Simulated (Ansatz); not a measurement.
Tc:

```xyz
2
Lattice="2.7400 0.0000 0.0000 -1.3700 2.3729 0.0000 0.0000 0.0000 4.3980" Properties=species:S:1:pos:R:3 pbc="T T T"
Tc    1.3700    0.7910    3.2985
Tc    0.0000    1.5819    1.0995
```

Base run:

| Item | Value |
| --- | --- |
| Program | Ansatz 0.2.0 |
| Functional | PBEsol |
| Potentials or basis | all-electron PAW datasets made for the crystal |
| Cutoff | 300 eV |
| Density cutoff | 1200 eV |
| k mesh | 11 × 11 × 6 |
| Occupations | fermi-dirac, width 0.05 eV |
| Spin | no spin polarisation |

Its results: pressure -6.6 GPa.

**Question.** The run is repeated on the same cell with these changes: potentials or basis from all-electron PAW datasets made for the crystal to all-electron LAPW, scalar-relativistic; cutoff from 300 eV to 261 eV; density cutoff from 1200 eV to 1044 eV; k mesh from 11 × 11 × 6 to 8 × 8 × 4. What comes out?

**Answer.** Pressure -7.3 GPa.

Caveats: the k mesh is thin for a metal, which can move the energy by tens of meV per atom (some runs).

Not every run made on this cell is shown here.
